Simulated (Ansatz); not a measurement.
## Density of states of Se

```cif
data_structure
_symmetry_space_group_name_H-M 'P3_121'
_symmetry_Int_Tables_number 152
_cell_length_a 4.5048
_cell_length_b 4.5048
_cell_length_c 4.9788
_cell_angle_alpha 90.000
_cell_angle_beta 90.000
_cell_angle_gamma 120.000
_cell_volume 87.50
loop_
_atom_site_label
_atom_site_type_symbol
_atom_site_symmetry_multiplicity
_atom_site_Wyckoff_symbol
_atom_site_fract_x
_atom_site_fract_y
_atom_site_fract_z
_atom_site_occupancy
Se1 Se 3 a 0.21789 0.00000 0.33333 1
```

The runs use the primitive cell with vectors (4.505, 0.000, 0.000), (-2.252, 3.901, 0.000), (0.000, 0.000, 4.979) Å, to which the k mesh refers.

Structure from Materials Project entry mp-14 (possibly hypothetical), not relaxed further.

Level of theory: Ansatz 0.2.0, DFT, LDA, all-electron LAPW, scalar-relativistic.

Settings: a Γ-centred 6×6×5 k mesh, Fermi–Dirac smearing of 0.01 eV, basis error target 1 meV/atom, no spin polarisation.

States per eV and cell, averaged over 0.4 eV, from -5.4 to 4.0 eV, with energies (bin centres) from the valence-band top; empty bins are left out. The partial columns, the largest 2 alone, are projections on Löwdin-orthogonalised atomic shells (those that the program's projection atoms carry: the occupied ones and, for some elements, an empty d or f shell; other empty shells have no column), summed over atoms of an element. Weights on diffuse s and p shells depend on that basis and aren't pure angular character.

```
E (eV)  total  Se 4p  Se 4s
  -5.3   1.59   1.55   0.03
  -4.9   3.45   3.32   0.10
  -4.5   3.56   3.36   0.16
  -4.1   1.57   1.45   0.11
  -3.7   1.64   1.50   0.13
  -3.3   3.04   2.78   0.23
  -2.9   0.15   0.14   0.01
  -2.5   0.92   0.86   0.05
  -2.1   1.82   1.72   0.07
  -1.7   3.89   3.67   0.15
  -1.3   2.79   2.67   0.07
  -0.9   2.29   2.23   0.04
  -0.5   2.68   2.58   0.06
  -0.1   0.62   0.58   0.03
   1.5   2.02   1.77   0.14
   1.9   3.65   3.20   0.21
   2.3   2.92   2.61   0.11
   2.7   3.18   2.89   0.09
   3.1   2.11   1.95   0.05
   3.5   1.08   1.01   0.02
   3.9   0.04   0.04   0.00
```

Task: Which of the resolved shells contributes most in the top eV of the valence band?

Result: Se 4p, with 96 % of all states there; Se 4s follows with 2 %.
